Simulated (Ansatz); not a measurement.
Level of theory: DFT PBE, scalar-relativistic, plane waves, PAW in Ansatz 0.2.0. All cells share a 420 eV cutoff and Γ-centred k meshes spaced at most about 0.3 Å⁻¹ (about 0.25 or finer for metals, 2π included). No spin polarisation.

Temperature and zero-point effects are left out.

Question: Order these relaxed structures of CdSe₄ by energy, lowest first, with the energy over the lowest of them.
A.

```
Cd Se
1.0
     4.07378    0.00000    0.00000
     0.00000    8.26913    0.00000
     0.00000    0.00000    5.49780
Cd Se
1 4
Direct
  0.50000 0.00000 0.64297
  0.00000 0.84933 0.11886
  0.00000 0.15066 0.11886
  0.00000 0.21562 0.54438
  0.00000 0.78438 0.54438
```

B.

```
Cd Se
1.0
     2.00565    1.15796    8.32319
    -2.00565    1.15796    8.32319
     0.00000   -2.31593    8.32319
Cd Se
1 4
Direct
  0.00000 0.00000 0.00000
  0.39812 0.39812 0.39812
  0.80479 0.80479 0.80479
  0.19521 0.19521 0.19521
  0.60188 0.60188 0.60188
```

Answer: B (0 meV/atom), A (14 meV/atom). Forms: B R-3m; A Pmm2. Counting Se atoms around Cd (those within 1.25 times the shortest such distance or 1.15 times the sum of covalent radii, 1.27 where that leaves under three): B has Cd 6; A has Cd 4. A holds Se–Se units of three or more atoms (shortest 2.40 Å); in B the shortest Se–Se distance is 2.72 Å, near bonding range too. Both come from invented guesses. The lowest form computed isn't among them: it has space group P2_1/c (No. 14), 29.9 Å³/atom and lies 24 meV/atom below the best shown.

The k mesh leaves some 4 meV/atom of noise in the energy of each metallic cell. No dispersion correction is applied, so the spacing and binding between layers, chains or molecules are poorly described (Pmm2), and this can change margins and order among such cells. Cells relaxed within their symmetry can be saddle points. Some types were kept out of the candidates beforehand, so the set may lack a known form.
